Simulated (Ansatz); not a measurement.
# All-electron equations of state of elemental crystals

All-electron LAPW (Ansatz 0.2.0), scalar-relativistic, no spin, Fermi–Dirac smearing 0.136 eV, k-meshes of 8 to 18 points an axis; Birch–Murnaghan fits to pressures. Some or most of these lattices are hypothetical for the element, and V0 is the minimum nearest the starting volume; lattices without a usable fit are left out; mesh and smearing are coarse, and magnetic elements are treated as non-magnetic.

```
element  lattice  functional  V0 (Å³/atom)  B0 (GPa)   B′  k-points per axis
      Y      bcc         LDA         30.10        43  3.0                 12
      Y      bcc         PBE         33.21        38  3.0                 11
      Y      bcc      PBEsol         31.57        40  3.0                 12
      Y  diamond         PBE         46.43       5.6  7.5                  8
      Y      fcc         PBE         32.73        38  3.2                 11
      Y      fcc      PBEsol         31.06        40  3.2                 11
      Y       sc         LDA         31.05        31  3.2                 11
      Y       sc         PBE         35.13        26  2.9                 10
      Y       sc      PBEsol         32.90        28  2.9                 10
```

Task: Give V0 and B0 for fcc Y in LDA.

Result: 29.63 Å³/atom and 43.9 GPa.

Task: Give V0 and B0 for diamond Y in PBEsol.

Result: 40.17 Å³/atom and 10.7 GPa.
